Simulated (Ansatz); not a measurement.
# TePt in Ansatz: the effect of functional

Crystal: TePt.

```
Pt Te
1.0
     1.94111    1.12070    6.52506
    -1.94111    1.12070    6.52506
     0.00000   -2.24141    6.52506
Pt Te
2 2
Direct
  0.12967 0.12967 0.12967
  0.87033 0.87033 0.87033
  0.40200 0.40200 0.40200
  0.59800 0.59800 0.59800
```

The cell isn't the ideal one: volume scaled by 0.94.

Alike in all runs:

```yaml
Program: Ansatz 0.2.0
Task: single point
Potentials_or_basis: Ansatz PAW
k_mesh: 8 × 8 × 8
Occupations: fermi-dirac, width 0.05 eV
Spin: no spin polarisation
```

Q: One run gave: pressure 12.6 GPa; largest force 0.98 eV/Å. Which functional did it use?
A. r2SCAN
B. LDA
C. PBEsol

A: A.

```tsv
functional	cutoff	pressure (GPa)	largest force (eV/Å)
LDA	420 eV (not typed: the program's choice for these potentials)	6.3	0.74
PBEsol	420 eV (not typed: the program's choice for these potentials)	9.1	0.94
r2SCAN	500 eV (not typed: the program's choice for these potentials)	12.6	0.98
```

Caveats: the PAW data sets come from PBE, with cores solved anew for the run's functional, which leaves a small shift of forces and pressure.

Runs at the PBE level aren't shown here.
